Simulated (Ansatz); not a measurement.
input.yaml (Ansatz)

```yaml
crystal:
  lattice:
    - [2.394638382, 0.0, 0.0]
    - [-1.197319191, 2.0738176717, 0.0]
    - [0.0, 0.0, 3.9871412096]
  atoms:
    - { symbol: C, position: [0.3333333333, 0.6666666667, 0.0627973083] }
    - { symbol: C, position: [0.6666666667, 0.3333333333, 0.5627973083] }
    - { symbol: C, position: [0.3333333333, 0.6666666667, 0.4372026917] }
    - { symbol: C, position: [0.6666666667, 0.3333333333, 0.9372026917] }
hamiltonian:
  xc: pbesol
  pseudopotentials:
    kind: paw
    azcp:
      C: "pseudopotentials/C.paw.azcp"
basis:
  ecutwfc: 420
  fft_grid_basis: typed
kpoints:
  mp_grid: { grid: [13, 13, 7], shift: [0, 0, 0] }
magnetization:
  spin_polarized: false
scf:
  occupations: { method: fermi_dirac, width: 0.05 }
  lower_state_search: "off"
output:
  stress: true
```

and its output:

```
Warning: the record states the generating functional pbe (its physics header spells it `PBE`), which answers neither for hamiltonian.xc's functional nor for the pbesol family's — results may be inconsistent (PPs are generated against a specific XC)
Engine: ansatz 0.2.0, x86_64-unknown-linux-gnu
Pseudopotentials: kind: paw
Pseudopotential: C, paw, valence charge 4, recommended cutoff 420 eV (normal) 
Functional definition: PBEsol
  exchange = pbesol_x
  correlation = pbesol_c
Crystal: 4 atoms, lattice volume = 19.800 Å³
Basis set: ecut = 420 eV, 379 PW (Γ)
Bands: 12, of which v1, the nominal top of the filled ones, is band 8 counted from 1 (7 counted from 0)
Symmetry: 24 space group operations
Space group: P63/mmc (ITA 194), of the structure as read, at distance tolerance 2.7e-5 Å
k-points: 84 of 1183
Non-local potential: C, projectors of the file, l = 0: 2, l = 1: 2, l = 2: 1
PAW form: soft (Blöchl's): semilocal exchange-correlation on the pseudo side does not see the compensation charge
PAW frozen core: C, regenerated for the run's functional, and the local potential with it (the file was generated under x = pbe(κ = 0.804, μ = 0.2195149727645171), c = pbe(β = 0.06672455060314922))
PAW one-centre angular grid: C, 110 points (default); XC on 64 Gauss nodes
Initial density: superposition of atomic densities (neutral atoms: chi_scale 0, normalization atom), corrected by the library's trained network
Initial wavefunctions: pseudopotential atomic-orbital guess
Functional: x = pbesol(κ = 0.804, μ = 0.12345679012345678), c = pbesol(β = 0.046)
SCF iter   1: F=—  HF=-986.033831 eV  |F-HF|=—  |Δ(HF+E_count)|=         —  Δρ=1.51e-2  dr2=2.87e-2  ethr=1.77e-3  ⟨swp⟩=5.6  Hψ=6066  notcnv=0
SCF iter   2: F=—  HF=-986.022970 eV  |F-HF|=—  |Δ(HF+E_count)|=   1.09e-2  Δρ=5.47e-3  dr2=3.45e-3  ethr=1.79e-4  ⟨swp⟩=2.3  Hψ=2157  notcnv=0
SCF iter   3: F=—  HF=-986.021642 eV  |F-HF|=—  |Δ(HF+E_count)|=   1.33e-3  Δρ=4.85e-4  dr2=1.03e-5  ethr=2.16e-5  ⟨swp⟩=2.8  Hψ=1742  notcnv=0
SCF iter   4: F=—  HF=-986.021647 eV  |F-HF|=—  |Δ(HF+E_count)|=   5.02e-6  Δρ=4.18e-5  dr2=2.62e-7  ethr=6.43e-8  ⟨swp⟩=2.1  Hψ=1572  notcnv=0
iter 5 did not close the SCF: its close was put off for the readings that it lacked (scf_convergence_deferred on its scf_iter line)
SCF iter   5: F=-986.021647 eV  HF=-986.021647 eV  |F-HF|=1.79e-9  |Δ(HF+E_count)|=   1.09e-7  Δρ=8.14e-6  dr2=7.39e-9  ethr=1.64e-9  ⟨swp⟩=2.6  Hψ=1730  notcnv=0
SCF iter   6: F=-986.021647 eV  HF=-986.021647 eV  |F-HF|=1.77e-11  |Δ(HF+E_count)|=  8.70e-10  Δρ=6.25e-7  dr2=1.83e-11  ethr=4.62e-11  ⟨swp⟩=1.2  Hψ=3189  notcnv=0
SCF 1 converged in 6 iterations: F = -986.021647 eV  dr2 = 1.83e-11
SCF converged after 6 iterations
Free energy (F): -986.021647 eV
Harris-Foulkes:  -986.021647 eV  (|F-HF|=1.77e-11)
Internal energy: -986.021647 eV  (E = F + TS)
E sigma→0 (E₀):  -986.021647 eV
Fermi energy:    17.577279 eV
--- Per-component energies (eV) ---
  E_band       = 95.882840
  E_kinetic    = 387.890908
  E_local      = -225.743463  (includes V_loc(G=0)·N_el)
  E_nonlocal   = 110.865748
  E_hartree    = 49.942509
  E_xc         = -198.683108
  E_vxc        = -247.679912  (∫ρ·V_xc dr)
  E_paw        = -383.125107  (= ΣΔE_a)
  E_vpaw       = -29.335483  (= ΣTr[D̂ρ^β])
  E_aug_tail   = 0.000036  (compensation charges beyond the density's cutoff)
  E_ewald      = -727.253571
  E_core_change = 0.084402  (= ΣΔE_core)
  E_smearing   = -0.000000  (= −TS)
  E_closure    = -0.000000  (closes the sum)
  Σ components = -986.021647   (vs F -986.021647, Δ=0.00e0)
--- Stress (GPa, compression-positive) ---
       72.198766      -0.000000       0.000000
       -0.000000      72.198766       0.000000
        0.000000       0.000000      73.741193
  P = ⅓ Tr σ = 72.7129 GPa (727.129 kbar)
```
